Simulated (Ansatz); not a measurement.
Something may be wrong with this Ansatz 0.2.0 calculation of LiF (Griceite).

The input input.yaml:

```yaml
crystal:
  lattice:
    - [0.0, 2.014, 2.014]
    - [2.014, 0.0, 2.014]
    - [2.014, 2.014, 0.0]
  atoms:
    - { symbol: F, position: [0.5, 0.5, 0.5] }
    - { symbol: Li, position: [0.0, 0.0, 0.0] }
hamiltonian:
  xc: pbesol
  pseudopotentials: { kind: nc, source: spms, xc_functional: pbe }
kpoints:
  mp_grid: { grid: [11, 11, 11] }
  band_path:
    path:
      - [[0.0, 0.0, 0.0], [0.5, 0.0, 0.5], [0.5, 0.25, 0.75], [0.375, 0.375, 0.75], [0.0, 0.0, 0.0], [0.5, 0.5, 0.5], [0.625, 0.25, 0.625], [0.5, 0.25, 0.75], [0.5, 0.5, 0.5], [0.375, 0.375, 0.75]]
      - [[0.625, 0.25, 0.625], [0.5, 0.0, 0.5]]
    npoints: 14
scf:
  occupations: { method: fixed }
  n_extra_bands: 6
  mixing: { algorithm: anderson, beta: 1.0, ndim: 1, preconditioner: none }
  max_iter: 60
output:
  forces: true
  stress: true
  eigenvalues: true
  fatbands: true
```

Potentials or basis: SPMS NC.

Command:

```bash
$ ansatz run input.yaml --threads 1 --pin off --max-ram 2560MiB --backend cpu --events-out ev --progress --plain --runs-dir out
```

Output:

```text
[... 81 lines left out ...]
did not converge after 60 iterations: dr2 = 4.42e2 (threshold 1.00e-7), under the density mixer `anderson`; at k-index 0, counted from 0 in this SCF's own list of k-points, the highest band that the last eigensolve's fill by count filled, -19.558012 eV, and the lowest that it left empty, 5.553743 eV, lay 2.511e1 eV apart, the closest at any k-point: where those lie closer than the levels still move from one iteration to the next, and no symmetry of the run holds them equal, such a fill need not settle, and opposed starting moments at zero total moment, or else a narrow smearing, may settle it
```

Question: How did it end, and where is the flaw?

Answer: The calculation stopped without meeting its thresholds. The input holds a flaw that was put in on purpose: mixing far too strong (scf.mixing = algorithm anderson, beta 1.0, ndim 1, preconditioner none).
